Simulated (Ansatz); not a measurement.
Electron–phonon coupling and T_c of InP (Fm-3m, high-pressure type) (computed with Ansatz 0.2.0)

Space group Fm-3m (No. 225), 2 atoms in the cell of the first input below: a = 3.917 Å, b = 3.917 Å, c = 3.917 Å, α = 60.00°, β = 60.00°, γ = 60.00°.

The structure is a measured one, not always of the ambient phase, relaxed without spin–orbit coupling to zero pressure (pressure 0.0 GPa with this functional, without spin–orbit coupling). At ambient pressure this compound is a tetrahedrally bonded semiconductor; the structure shown is a denser one, of the kind that it takes under pressure. Functional: PBE.

Input:

```yaml
crystal:
  lattice:
    - [0.0, 2.769948146, 2.769948146]
    - [2.769948146, 0.0, 2.769948146]
    - [2.769948146, 2.769948146, 0.0]
  atoms:
    - { symbol: In, position: [0.0, 0.0, 0.0] }
    - { symbol: P, position: [0.5, 0.5, 0.5] }
basis:
  ecutwfc: 420
  ecutrho_ratio: 4
kpoints:
  mp_grid: { grid: [10, 10, 10] }
hamiltonian:
  xc: pbe
scf:
  occupations: { method: methfessel_paxton, width: 0.2 }
output: {}
phonons:
  supercell: [2, 2, 2]
  qpath:
    path:
      - [[0.0, 0.0, 0.0], [0.5, 0.0, 0.5], [0.625, 0.25, 0.625]]
      - [[0.375, 0.375, 0.75], [0.0, 0.0, 0.0], [0.5, 0.5, 0.5], [0.5, 0.25, 0.75], [0.5, 0.0, 0.5]]
    npoints: 6
  electrical_resistivity: { mesh: [20, 20, 20], temperatures: [50, 100, 200, 300, 500] }
  superconductivity: { mesh: [20, 20, 20], eliashberg_equations: false }
```

```bash
ansatz run input.yaml --threads 8 --pin off --max-ram 15360MiB --backend cpu --events-out ev --progress --plain --runs-dir out
```

Time: 19 s on 8 threads of AMD EPYC 9R45 96-Core Processor (Zen 5), on a shared host, peak memory 1.9 GiB.

On the finest mesh λ = 1.1729, ω_log = 13.426 meV, N(E_F) = 0.610 states per eV, spin and cell. λ by mesh: 20×20×20 1.173, 10×10×10 1.058, 5×5×5 1.339. ω_log by mesh: 13.43, 13.47, 11.33 meV.

Task: What T_c does McMillan's formula in the Allen–Dynes form give for μ* = 0.10?

Result: T_c = (ω_log/1.2) exp[−1.04(1+λ)/(λ − μ*(1+0.62λ))] = (155.80 K/1.2) × exp(−2.2598/1.0002) = 13.56 K. λ still moved by 10 % between the two finest meshes, so T_c isn't settled to the digits shown. By mesh, finest first, the same formula gives 13.56, 11.83, 13.36 K.

```csv
μ*,McMillan (K),Allen–Dynes with strong-coupling factors (K)
0.08,14.62,15.95
0.10,13.56,14.68
0.12,12.50,13.45
0.13,11.98,12.85
0.14,11.46,12.26
0.16,10.44,11.11
0.20,8.46,8.93
```

Caveats: a λ over 1 leans on low phonons, which a supercell of eight cells or fewer samples poorly, so it can be far off; no spin-orbit coupling, which matters for these elements; small supercell, couplings not converged in it; with so small a supercell and a typed μ*, T_c can miss a measured one by a factor of two or more; λ is not converged in the mesh, and T_c depends on it steeply.

The calculation describes rocksalt InP as a strongly coupled phonon superconductor, although N(E_F) is only modest. Octahedral coordination removes the directional sp³ bonding that opens the gap in the tetrahedral phase, leaving broad, overlapping bands with much p character. The large λ therefore probably owes more to soft lattice modes and sizeable deformation potentials than to a high density of states, and the low ω_log fits this picture.

The near agreement of T_c on the coarsest and finest meshes is a cancellation: the former has a larger λ but a lower ω_log. Between the two finer meshes ω_log hardly changes, so the difference in T_c there comes almost entirely from λ.

The zero-pressure volume is also larger than the one at which this phase forms. Compression normally stiffens the phonons and broadens the bands, both of which tend to weaken the coupling, so T_c within the phase's actual pressure range may well be lower. The result supports phonon-mediated pairing in the expanded metal, but not a prediction for the compressed one.
